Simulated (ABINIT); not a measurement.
Input of an ABINIT 10.8.3 (patched build) run:

File run.abi:

```
# Datasets: one volume each
ndtset 7
getwfk -1
scalecart1 3*0.9795861087
scalecart2 3*0.9864848297
scalecart3 3*0.9932883884
scalecart4 3*1.0000000000
scalecart5 3*1.0066227096
scalecart6 3*1.0131594038
scalecart7 3*1.0196128224

# Pseudopotentials
pp_dirpath "./"
pseudos "C.upf"

# Structure
acell 3*1.0 Angstrom
rprim
     0.0000000000     1.7833700000     1.7833700000
     1.7833700000     0.0000000000     1.7833700000
     1.7833700000     1.7833700000     0.0000000000
ntypat 1
znucl 6
natom 2
typat 1 1
xred
     0.7500000000     0.7500000000     0.7500000000
     0.5000000000     0.5000000000     0.5000000000

# Plane-wave basis
ecut 41.0

# k points
kptopt 1
ngkpt 13 13 13
nshiftk 1
shiftk 0.0 0.0 0.0

# Exchange and correlation
ixc 7

# Bands and occupations
nband 8
occopt 3
tsmear 0.00183747

# SCF cycle
nstep 100
tolvrs 1.0e-10

# Output
iomode 3
prtwf 1
prtden 0
prteig 0
prtebands 0
```

Potentials or basis: PseudoDojo NC SR LDA v0.4.1 standard.

Command:

```console
$ abinit run.abi > log 2>&1
```

Estimate the bulk modulus.

465 GPa.

Estimate the equilibrium volume.

5.53 Å³/atom.

Estimate the pressure derivative of the bulk modulus.

3.7.

Energy against volume, from the lowest point:
| volume (Å³/atom) | energy (meV/atom) |
| --- | --- |
| 5.332 | 11.28 |
| 5.445 | 2.01 |
| 5.558 | 0.00 |
| 5.672 | 4.62 |
| 5.785 | 15.27 |
| 5.899 | 31.38 |
| 6.012 | 52.46 |

Caveat: pressures at fixed basis lie under the slope of the energies.

**The experiment to reproduce.**

“Equation of state of cubic boron nitride at high pressures and temperatures”, 2007, arxiv:cond-mat/0702656 quotes, for a bulk crystal of C: bulk modulus 444.8 ± 0.8 GPa.

Against the measured bulk modulus of C, 444.8 GPa (quoted in “Equation of state of cubic boron nitride at high pressures and temperatures”, 2007, arxiv:cond-mat/0702656), the calculated 465 GPa is off by +4.6 %. 3 values of this kind are on record (442 to 444.8 GPa); this one was drawn at random among those near their median, those with a stated uncertainty first. The fit is for a static lattice scaled at fixed shape and fixed fractional positions. The cell as given is a measured one (5.67 Å³/atom); LDA puts the equilibrium volume -2.4 % from it, thermal expansion not counted.
